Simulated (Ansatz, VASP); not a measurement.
# GaSb in two plane-wave programs, part 4 of 4

Wanted: the spread between two codes on one cell, functional and k mesh. The structure shown is the end of the Ansatz relaxation below.

VASP 6.6.1 and Ansatz 0.2.0.

So far. Step 6 (VASP: single point, LDA, pair 2): The run ends at a pressure of 0.82 GPa, with forces up to 3.3e-4 eV/Å.

### 8. Ansatz: relaxation, LDA

Level of this step: Ansatz beside VASP: Kohn-Sham DFT, plane waves, LDA (Ansatz).

This run makes the geometry at which the two programs are then compared. The cell compared in this pair holds 55.92 Å³, against 54.73 Å³ for the pair before.

The structure compared here is the end of the Ansatz relaxation.

input.yaml

```yaml
crystal:
  lattice:
    - [0.0, 3.0548056569, 3.0245600563]
    - [3.0548056569, 0.0, 3.0245600563]
    - [3.0548056569, 3.0548056569, 0.0]
  atoms:
    - { symbol: Ga, position: [2.30954e-05, 2.30954e-05, 2.30954e-05] }
    - { symbol: Sb, position: [0.7499769046, 0.7499769046, 0.7499769046] }
  conventional_axes: [[-1, 1, 1], [1, -1, 1], [1, 1, -1]]
kpoints:
  mp_grid: { grid: [12, 12, 12], shift: [0.5, 0.5, 0.5] }
hamiltonian:
  xc: lda
  pseudopotentials: { kind: paw, azcp: { folder: soft_1 }, xc_functional: pbe }
scf:
  occupations: { method: gaussian, width: 0.015 }
output:
  forces: true
  stress: true
  eigenvalues: true
relax:
  adjacent_minimum: "off"
  f_tol: 0.001
  max_steps: 60
  cell: { stress_tol: 0.01, fix: [a, b, angles] }
```

The run is started by

```sh
$ ansatz run input.yaml --threads 4 --pin off --max-ram 10240MiB --backend cpu --events-out ev --progress --plain --runs-dir out
```

Numbers of over 12 decimals in the logs are rounded to 6 here.

Log:

```text
[...]
Crystal: 2 atoms, lattice volume = 56.449 Å³
Basis set: ecut = 420 eV, 1099 PW (Γ)
Bands: 18, of which v1, the nominal top of the filled ones, is band 14 counted from 1 (13 counted from 0)
Symmetry: 2 space group operations
[...]
k-points: 468 of 1728 (time reversal used)
[...]
k-point 467: bands = [... 10 lower, -2.1696, 1.3209, 5.9126, 6.5666, 8.7799, 11.3992, 11.8161, 14.4933]
--- Relaxed structure (3 steps of the walk, 3 accepted, 1 SCFs on fresh bases) ---
[...]
cell:  # Å, volume = 55.9237 Å³
    - [0, 3.0548056569, 2.996392]
    - [3.0548056569, 0, 2.996392]
    - [3.0548056569, 3.0548056569, 0]
  atoms:
[...]
- { symbol: Sb, position: [0.749986, 0.749986, 0.749977] }
[key lines of the parts left out:]
SCF converged after 7 iterations
Free energy (F): -10043.119861 eV
Fermi energy:    7.978611 eV
P = ⅓ Tr σ = -0.5805 GPa (-5.805 kbar)
```

### 9. VASP: single point, LDA, pair 3

The same cell, functional (in two slightly different forms), mesh and smearing now go to VASP, with its own data sets.

INCAR

```
SYSTEM = GaSb
PREC = Accurate
ENCUT = 500
EDIFF = 1E-06
NELM = 120
ISMEAR = 0
SIGMA = 0.015
LREAL = .FALSE.
ALGO = Normal
GGA = CA
NBANDS = 15
LORBIT = 11
LWAVE = .FALSE.
LCHARG = .FALSE.
ISIF = 2
ISYM = 2
LASPH = .TRUE.
GGA_COMPAT = .FALSE.
EFERMI = MIDGAP
KPAR = 2
```

POSCAR

```
GaSb
1.0
    0.0000000000      3.0548056569      2.9963921307
    3.0548056569      0.0000000000      2.9963921307
    3.0548056569      3.0548056569      0.0000000000
Ga Sb
1 1
Direct
    0.0000141117      0.0000141117      0.0000228299
    0.7499858883      0.7499858883      0.7499771701
```

KPOINTS

```
Points of the shifted mesh
1728
Reciprocal
 0.0416666667  0.0416666667  0.0416666667 1
 0.0416666667  0.0416666667  0.1250000000 1
 0.0416666667  0.0416666667  0.2083333333 1
 0.0416666667  0.0416666667  0.2916666667 1
 0.0416666667  0.0416666667  0.3750000000 1
 0.0416666667  0.0416666667  0.4583333333 1
 0.0416666667  0.0416666667  0.5416666667 1
 0.0416666667  0.0416666667  0.6250000000 1
 0.0416666667  0.0416666667  0.7083333333 1
 0.0416666667  0.0416666667  0.7916666667 1
 0.0416666667  0.0416666667  0.8750000000 1
 0.0416666667  0.0416666667  0.9583333333 1
 0.0416666667  0.1250000000  0.0416666667 1
 0.0416666667  0.1250000000  0.1250000000 1
 0.0416666667  0.1250000000  0.2083333333 1
 0.0416666667  0.1250000000  0.2916666667 1
 0.0416666667  0.1250000000  0.3750000000 1
 0.0416666667  0.1250000000  0.4583333333 1
 0.0416666667  0.1250000000  0.5416666667 1
 0.0416666667  0.1250000000  0.6250000000 1
 0.0416666667  0.1250000000  0.7083333333 1
 0.0416666667  0.1250000000  0.7916666667 1
 0.0416666667  0.1250000000  0.8750000000 1
 0.0416666667  0.1250000000  0.9583333333 1
 0.0416666667  0.2083333333  0.0416666667 1
 0.0416666667  0.2083333333  0.1250000000 1
 0.0416666667  0.2083333333  0.2083333333 1
 0.0416666667  0.2083333333  0.2916666667 1
 0.0416666667  0.2083333333  0.3750000000 1
 0.0416666667  0.2083333333  0.4583333333 1
 0.0416666667  0.2083333333  0.5416666667 1
 0.0416666667  0.2083333333  0.6250000000 1
 0.0416666667  0.2083333333  0.7083333333 1
 0.0416666667  0.2083333333  0.7916666667 1
 0.0416666667  0.2083333333  0.8750000000 1
 0.0416666667  0.2083333333  0.9583333333 1
 0.0416666667  0.2916666667  0.0416666667 1
 0.0416666667  0.2916666667  0.1250000000 1
 0.0416666667  0.2916666667  0.2083333333 1
 0.0416666667  0.2916666667  0.2916666667 1
 0.0416666667  0.2916666667  0.3750000000 1
 0.0416666667  0.2916666667  0.4583333333 1
 0.0416666667  0.2916666667  0.5416666667 1
 0.0416666667  0.2916666667  0.6250000000 1
 0.0416666667  0.2916666667  0.7083333333 1
 0.0416666667  0.2916666667  0.7916666667 1
 0.0416666667  0.2916666667  0.8750000000 1
 0.0416666667  0.2916666667  0.9583333333 1
 0.0416666667  0.3750000000  0.0416666667 1
 0.0416666667  0.3750000000  0.1250000000 1
 0.0416666667  0.3750000000  0.2083333333 1
 0.0416666667  0.3750000000  0.2916666667 1
 0.0416666667  0.3750000000  0.3750000000 1
 0.0416666667  0.3750000000  0.4583333333 1
 0.0416666667  0.3750000000  0.5416666667 1
 0.0416666667  0.3750000000  0.6250000000 1
 0.0416666667  0.3750000000  0.7083333333 1
 0.0416666667  0.3750000000  0.7916666667 1
 0.0416666667  0.3750000000  0.8750000000 1
 0.0416666667  0.3750000000  0.9583333333 1
 0.0416666667  0.4583333333  0.0416666667 1
 0.0416666667  0.4583333333  0.1250000000 1
 0.0416666667  0.4583333333  0.2083333333 1
 0.0416666667  0.4583333333  0.2916666667 1
 0.0416666667  0.4583333333  0.3750000000 1
 0.0416666667  0.4583333333  0.4583333333 1
 0.0416666667  0.4583333333  0.5416666667 1
 0.0416666667  0.4583333333  0.6250000000 1
 0.0416666667  0.4583333333  0.7083333333 1
 0.0416666667  0.4583333333  0.7916666667 1
 0.0416666667  0.4583333333  0.8750000000 1
 0.0416666667  0.4583333333  0.9583333333 1
 0.0416666667  0.5416666667  0.0416666667 1
 0.0416666667  0.5416666667  0.1250000000 1
 0.0416666667  0.5416666667  0.2083333333 1
 0.0416666667  0.5416666667  0.2916666667 1
 0.0416666667  0.5416666667  0.3750000000 1
 0.0416666667  0.5416666667  0.4583333333 1
 0.0416666667  0.5416666667  0.5416666667 1
 0.0416666667  0.5416666667  0.6250000000 1
 0.0416666667  0.5416666667  0.7083333333 1
 0.0416666667  0.5416666667  0.7916666667 1
 0.0416666667  0.5416666667  0.8750000000 1
 0.0416666667  0.5416666667  0.9583333333 1
 0.0416666667  0.6250000000  0.0416666667 1
 0.0416666667  0.6250000000  0.1250000000 1
 0.0416666667  0.6250000000  0.2083333333 1
 0.0416666667  0.6250000000  0.2916666667 1
 0.0416666667  0.6250000000  0.3750000000 1
 0.0416666667  0.6250000000  0.4583333333 1
 0.0416666667  0.6250000000  0.5416666667 1
 0.0416666667  0.6250000000  0.6250000000 1
 0.0416666667  0.6250000000  0.7083333333 1
 0.0416666667  0.6250000000  0.7916666667 1
 0.0416666667  0.6250000000  0.8750000000 1
 0.0416666667  0.6250000000  0.9583333333 1
 0.0416666667  0.7083333333  0.0416666667 1
 0.0416666667  0.7083333333  0.1250000000 1
 0.0416666667  0.7083333333  0.2083333333 1
 0.0416666667  0.7083333333  0.2916666667 1
 0.0416666667  0.7083333333  0.3750000000 1
 0.0416666667  0.7083333333  0.4583333333 1
 0.0416666667  0.7083333333  0.5416666667 1
 0.0416666667  0.7083333333  0.6250000000 1
 0.0416666667  0.7083333333  0.7083333333 1
 0.0416666667  0.7083333333  0.7916666667 1
 0.0416666667  0.7083333333  0.8750000000 1
 0.0416666667  0.7083333333  0.9583333333 1
 0.0416666667  0.7916666667  0.0416666667 1
 0.0416666667  0.7916666667  0.1250000000 1
 0.0416666667  0.7916666667  0.2083333333 1
 0.0416666667  0.7916666667  0.2916666667 1
[... 1390 lines left out ...]
 0.8750000000  0.4583333333  0.1250000000 1
 0.8750000000  0.4583333333  0.2083333333 1
 0.8750000000  0.4583333333  0.2916666667 1
 0.8750000000  0.4583333333  0.3750000000 1
 0.8750000000  0.4583333333  0.4583333333 1
 0.8750000000  0.4583333333  0.5416666667 1
 0.8750000000  0.4583333333  0.6250000000 1
 0.8750000000  0.4583333333  0.7083333333 1
 0.8750000000  0.4583333333  0.7916666667 1
 0.8750000000  0.4583333333  0.8750000000 1
 0.8750000000  0.4583333333  0.9583333333 1
 0.8750000000  0.5416666667  0.0416666667 1
 0.8750000000  0.5416666667  0.1250000000 1
 0.8750000000  0.5416666667  0.2083333333 1
 0.8750000000  0.5416666667  0.2916666667 1
 0.8750000000  0.5416666667  0.3750000000 1
 0.8750000000  0.5416666667  0.4583333333 1
 0.8750000000  0.5416666667  0.5416666667 1
 0.8750000000  0.5416666667  0.6250000000 1
 0.8750000000  0.5416666667  0.7083333333 1
 0.8750000000  0.5416666667  0.7916666667 1
 0.8750000000  0.5416666667  0.8750000000 1
 0.8750000000  0.5416666667  0.9583333333 1
 0.8750000000  0.6250000000  0.0416666667 1
 0.8750000000  0.6250000000  0.1250000000 1
 0.8750000000  0.6250000000  0.2083333333 1
 0.8750000000  0.6250000000  0.2916666667 1
 0.8750000000  0.6250000000  0.3750000000 1
 0.8750000000  0.6250000000  0.4583333333 1
 0.8750000000  0.6250000000  0.5416666667 1
 0.8750000000  0.6250000000  0.6250000000 1
 0.8750000000  0.6250000000  0.7083333333 1
 0.8750000000  0.6250000000  0.7916666667 1
 0.8750000000  0.6250000000  0.8750000000 1
 0.8750000000  0.6250000000  0.9583333333 1
 0.8750000000  0.7083333333  0.0416666667 1
 0.8750000000  0.7083333333  0.1250000000 1
 0.8750000000  0.7083333333  0.2083333333 1
 0.8750000000  0.7083333333  0.2916666667 1
 0.8750000000  0.7083333333  0.3750000000 1
 0.8750000000  0.7083333333  0.4583333333 1
 0.8750000000  0.7083333333  0.5416666667 1
 0.8750000000  0.7083333333  0.6250000000 1
 0.8750000000  0.7083333333  0.7083333333 1
 0.8750000000  0.7083333333  0.7916666667 1
 0.8750000000  0.7083333333  0.8750000000 1
 0.8750000000  0.7083333333  0.9583333333 1
 0.8750000000  0.7916666667  0.0416666667 1
 0.8750000000  0.7916666667  0.1250000000 1
 0.8750000000  0.7916666667  0.2083333333 1
 0.8750000000  0.7916666667  0.2916666667 1
 0.8750000000  0.7916666667  0.3750000000 1
 0.8750000000  0.7916666667  0.4583333333 1
 0.8750000000  0.7916666667  0.5416666667 1
 0.8750000000  0.7916666667  0.6250000000 1
 0.8750000000  0.7916666667  0.7083333333 1
 0.8750000000  0.7916666667  0.7916666667 1
 0.8750000000  0.7916666667  0.8750000000 1
 0.8750000000  0.7916666667  0.9583333333 1
 0.8750000000  0.8750000000  0.0416666667 1
 0.8750000000  0.8750000000  0.1250000000 1
 0.8750000000  0.8750000000  0.2083333333 1
 0.8750000000  0.8750000000  0.2916666667 1
 0.8750000000  0.8750000000  0.3750000000 1
 0.8750000000  0.8750000000  0.4583333333 1
 0.8750000000  0.8750000000  0.5416666667 1
 0.8750000000  0.8750000000  0.6250000000 1
 0.8750000000  0.8750000000  0.7083333333 1
 0.8750000000  0.8750000000  0.7916666667 1
 0.8750000000  0.8750000000  0.8750000000 1
 0.8750000000  0.8750000000  0.9583333333 1
 0.8750000000  0.9583333333  0.0416666667 1
 0.8750000000  0.9583333333  0.1250000000 1
 0.8750000000  0.9583333333  0.2083333333 1
 0.8750000000  0.9583333333  0.2916666667 1
 0.8750000000  0.9583333333  0.3750000000 1
 0.8750000000  0.9583333333  0.4583333333 1
 0.8750000000  0.9583333333  0.5416666667 1
 0.8750000000  0.9583333333  0.6250000000 1
 0.8750000000  0.9583333333  0.7083333333 1
 0.8750000000  0.9583333333  0.7916666667 1
 0.8750000000  0.9583333333  0.8750000000 1
 0.8750000000  0.9583333333  0.9583333333 1
 0.9583333333  0.0416666667  0.0416666667 1
 0.9583333333  0.0416666667  0.1250000000 1
 0.9583333333  0.0416666667  0.2083333333 1
 0.9583333333  0.0416666667  0.2916666667 1
 0.9583333333  0.0416666667  0.3750000000 1
 0.9583333333  0.0416666667  0.4583333333 1
 0.9583333333  0.0416666667  0.5416666667 1
 0.9583333333  0.0416666667  0.6250000000 1
 0.9583333333  0.0416666667  0.7083333333 1
 0.9583333333  0.0416666667  0.7916666667 1
 0.9583333333  0.0416666667  0.8750000000 1
 0.9583333333  0.0416666667  0.9583333333 1
 0.9583333333  0.1250000000  0.0416666667 1
 0.9583333333  0.1250000000  0.1250000000 1
 0.9583333333  0.1250000000  0.2083333333 1
 0.9583333333  0.1250000000  0.2916666667 1
 0.9583333333  0.1250000000  0.3750000000 1
 0.9583333333  0.1250000000  0.4583333333 1
 0.9583333333  0.1250000000  0.5416666667 1
 0.9583333333  0.1250000000  0.6250000000 1
 0.9583333333  0.1250000000  0.7083333333 1
 0.9583333333  0.1250000000  0.7916666667 1
 0.9583333333  0.1250000000  0.8750000000 1
 0.9583333333  0.1250000000  0.9583333333 1
 0.9583333333  0.2083333333  0.0416666667 1
 0.9583333333  0.2083333333  0.1250000000 1
 0.9583333333  0.2083333333  0.2083333333 1
 0.9583333333  0.2083333333  0.2916666667 1
 0.9583333333  0.2083333333  0.3750000000 1
 0.9583333333  0.2083333333  0.4583333333 1
 0.9583333333  0.2083333333  0.5416666667 1
 0.9583333333  0.2083333333  0.6250000000 1
 0.9583333333  0.2083333333  0.7083333333 1
 0.9583333333  0.2083333333  0.7916666667 1
 0.9583333333  0.2083333333  0.8750000000 1
 0.9583333333  0.2083333333  0.9583333333 1
 0.9583333333  0.2916666667  0.0416666667 1
 0.9583333333  0.2916666667  0.1250000000 1
 0.9583333333  0.2916666667  0.2083333333 1
 0.9583333333  0.2916666667  0.2916666667 1
 0.9583333333  0.2916666667  0.3750000000 1
 0.9583333333  0.2916666667  0.4583333333 1
 0.9583333333  0.2916666667  0.5416666667 1
 0.9583333333  0.2916666667  0.6250000000 1
 0.9583333333  0.2916666667  0.7083333333 1
 0.9583333333  0.2916666667  0.7916666667 1
 0.9583333333  0.2916666667  0.8750000000 1
 0.9583333333  0.2916666667  0.9583333333 1
 0.9583333333  0.3750000000  0.0416666667 1
 0.9583333333  0.3750000000  0.1250000000 1
 0.9583333333  0.3750000000  0.2083333333 1
 0.9583333333  0.3750000000  0.2916666667 1
 0.9583333333  0.3750000000  0.3750000000 1
 0.9583333333  0.3750000000  0.4583333333 1
 0.9583333333  0.3750000000  0.5416666667 1
 0.9583333333  0.3750000000  0.6250000000 1
 0.9583333333  0.3750000000  0.7083333333 1
 0.9583333333  0.3750000000  0.7916666667 1
 0.9583333333  0.3750000000  0.8750000000 1
 0.9583333333  0.3750000000  0.9583333333 1
 0.9583333333  0.4583333333  0.0416666667 1
 0.9583333333  0.4583333333  0.1250000000 1
 0.9583333333  0.4583333333  0.2083333333 1
 0.9583333333  0.4583333333  0.2916666667 1
 0.9583333333  0.4583333333  0.3750000000 1
 0.9583333333  0.4583333333  0.4583333333 1
 0.9583333333  0.4583333333  0.5416666667 1
 0.9583333333  0.4583333333  0.6250000000 1
 0.9583333333  0.4583333333  0.7083333333 1
 0.9583333333  0.4583333333  0.7916666667 1
 0.9583333333  0.4583333333  0.8750000000 1
 0.9583333333  0.4583333333  0.9583333333 1
 0.9583333333  0.5416666667  0.0416666667 1
 0.9583333333  0.5416666667  0.1250000000 1
 0.9583333333  0.5416666667  0.2083333333 1
 0.9583333333  0.5416666667  0.2916666667 1
 0.9583333333  0.5416666667  0.3750000000 1
 0.9583333333  0.5416666667  0.4583333333 1
 0.9583333333  0.5416666667  0.5416666667 1
 0.9583333333  0.5416666667  0.6250000000 1
 0.9583333333  0.5416666667  0.7083333333 1
 0.9583333333  0.5416666667  0.7916666667 1
 0.9583333333  0.5416666667  0.8750000000 1
 0.9583333333  0.5416666667  0.9583333333 1
 0.9583333333  0.6250000000  0.0416666667 1
 0.9583333333  0.6250000000  0.1250000000 1
 0.9583333333  0.6250000000  0.2083333333 1
 0.9583333333  0.6250000000  0.2916666667 1
 0.9583333333  0.6250000000  0.3750000000 1
 0.9583333333  0.6250000000  0.4583333333 1
 0.9583333333  0.6250000000  0.5416666667 1
 0.9583333333  0.6250000000  0.6250000000 1
 0.9583333333  0.6250000000  0.7083333333 1
 0.9583333333  0.6250000000  0.7916666667 1
 0.9583333333  0.6250000000  0.8750000000 1
 0.9583333333  0.6250000000  0.9583333333 1
 0.9583333333  0.7083333333  0.0416666667 1
 0.9583333333  0.7083333333  0.1250000000 1
 0.9583333333  0.7083333333  0.2083333333 1
 0.9583333333  0.7083333333  0.2916666667 1
 0.9583333333  0.7083333333  0.3750000000 1
 0.9583333333  0.7083333333  0.4583333333 1
 0.9583333333  0.7083333333  0.5416666667 1
 0.9583333333  0.7083333333  0.6250000000 1
 0.9583333333  0.7083333333  0.7083333333 1
 0.9583333333  0.7083333333  0.7916666667 1
 0.9583333333  0.7083333333  0.8750000000 1
 0.9583333333  0.7083333333  0.9583333333 1
 0.9583333333  0.7916666667  0.0416666667 1
 0.9583333333  0.7916666667  0.1250000000 1
 0.9583333333  0.7916666667  0.2083333333 1
 0.9583333333  0.7916666667  0.2916666667 1
 0.9583333333  0.7916666667  0.3750000000 1
 0.9583333333  0.7916666667  0.4583333333 1
 0.9583333333  0.7916666667  0.5416666667 1
 0.9583333333  0.7916666667  0.6250000000 1
 0.9583333333  0.7916666667  0.7083333333 1
 0.9583333333  0.7916666667  0.7916666667 1
 0.9583333333  0.7916666667  0.8750000000 1
 0.9583333333  0.7916666667  0.9583333333 1
 0.9583333333  0.8750000000  0.0416666667 1
 0.9583333333  0.8750000000  0.1250000000 1
 0.9583333333  0.8750000000  0.2083333333 1
 0.9583333333  0.8750000000  0.2916666667 1
 0.9583333333  0.8750000000  0.3750000000 1
 0.9583333333  0.8750000000  0.4583333333 1
 0.9583333333  0.8750000000  0.5416666667 1
 0.9583333333  0.8750000000  0.6250000000 1
 0.9583333333  0.8750000000  0.7083333333 1
 0.9583333333  0.8750000000  0.7916666667 1
 0.9583333333  0.8750000000  0.8750000000 1
 0.9583333333  0.8750000000  0.9583333333 1
 0.9583333333  0.9583333333  0.0416666667 1
 0.9583333333  0.9583333333  0.1250000000 1
 0.9583333333  0.9583333333  0.2083333333 1
 0.9583333333  0.9583333333  0.2916666667 1
 0.9583333333  0.9583333333  0.3750000000 1
 0.9583333333  0.9583333333  0.4583333333 1
 0.9583333333  0.9583333333  0.5416666667 1
 0.9583333333  0.9583333333  0.6250000000 1
 0.9583333333  0.9583333333  0.7083333333 1
 0.9583333333  0.9583333333  0.7916666667 1
 0.9583333333  0.9583333333  0.8750000000 1
 0.9583333333  0.9583333333  0.9583333333 1
```

PAW data sets: Ga_d and Sb (LDA family, release 64).

The run is started by

```sh
$ mpirun -np 2 vasp_std
```

Log:

```text
[... set-up lines as in an earlier step ...]
 entering main loop
       N       E                     dE             d eps       ncg     rms          rms(c)
DAV:   1     0.808433390974E+02    0.80843E+02   -0.85189E+03 52384   0.145E+03
DAV:   2    -0.248269031084E+01   -0.83326E+02   -0.80482E+02 60912   0.301E+02
DAV:   3    -0.868373527539E+01   -0.62010E+01   -0.61819E+01 61633   0.680E+01
DAV:   4    -0.879526640591E+01   -0.11153E+00   -0.11151E+00 64680   0.103E+01
[...]
DAV:  10    -0.867236251316E+01    0.70032E-05   -0.17173E-05 67370   0.365E-02    0.138E-02
DAV:  11    -0.867236473384E+01   -0.22207E-05   -0.43862E-06 59953   0.196E-02    0.512E-03
DAV:  12    -0.867236470268E+01    0.31157E-07   -0.20390E-07 38583   0.358E-03
   1 F= -.86723647E+01 E0= -.86723647E+01  d E =-.756513E-64
```

Parts of OUTCAR (step 9):

```text
  Total       -0.2400432     -0.2400432      0.0620564     -0.0016833     -0.0021818     -0.0021818
  in kB       -6.8770812     -6.8770812      1.7778750     -0.0482244     -0.0625077     -0.0625082
  external PRESSURE =      -3.9920958 kB  Pullay stress =       0.0000000 kB

 POSITION                                       TOTAL-FORCE (eV/Angst)
 -----------------------------------------------------------------------------------
      0.00011      0.00011      0.00008        -0.000187     -0.000187     -0.000126
      4.58210      4.58210      4.49450         0.000187      0.000187      0.000126
 -----------------------------------------------------------------------------------
    total drift:                                0.000006      0.000006      0.000005

  FREE ENERGIE OF THE ION-ELECTRON SYSTEM (eV)
  ---------------------------------------------------
  free  energy   TOTEN  =        -8.6723647027 eV

  energy  without entropy=       -8.6723647027  energy(sigma->0) =       -8.67236470

[... 1 part as in an earlier step ...]

[... 2 further parts left out ...]
[key lines of the parts left out:]
E-fermi :   5.1004
```

The run ends at a pressure of -0.40 GPa, with forces up to 2.9e-4 eV/Å.

### 10. Differences

What differs besides the data sets and the points named for the pairs above, as far as they apply: the data sets hold 28 valence electrons in Ansatz (on its PAW soft_1 files) and 18 in VASP. Total energies have different zeros and are not compared.

Both answers:

| quantity | Ansatz | VASP | difference |
| --- | --- | --- | --- |
| pressure (GPa) | -0.58 | -0.40 | -0.18 |
| gap on the k mesh (eV) | 0.337 | 0.351 | -0.013 |

A gap on the mesh is an upper bound, since the band edges may lie between its points.

### 11. What came out

| Property | Result |
| --- | --- |
| difference in gap on the k mesh (single point, LDA, pair 1) | -0.013 eV |
| difference in gap on the k mesh (single point, LDA, pair 2) | -0.014 eV |
| difference in gap on the k mesh (single point, LDA, pair 3) | -0.013 eV |

In words: The difference in gap on the k mesh is -0.014 eV (single point, LDA, pair 2), within the 0.08 eV picked in this series as the mark of a large difference. The data sets hold unlike numbers of valence electrons (28 in Ansatz and 18 in VASP), so part of the differences comes from the potentials. 1 further run of this series is not shown here. How closely two codes agree says nothing of how well the functional describes the real material.

[Lines on the potential files, build, host, timing and source positions are cut from VASP's logs without a mark.]

[Logs are printed without paths, hosts, clocks, repeated set-up lines and the standing remarks that a program may print on its own settings, such as how far it seeks lower states.]

[Hosts, paths, dates, database ids (printed as entryN), source tags and the programs' standing remarks are cut or masked in the printed files.]
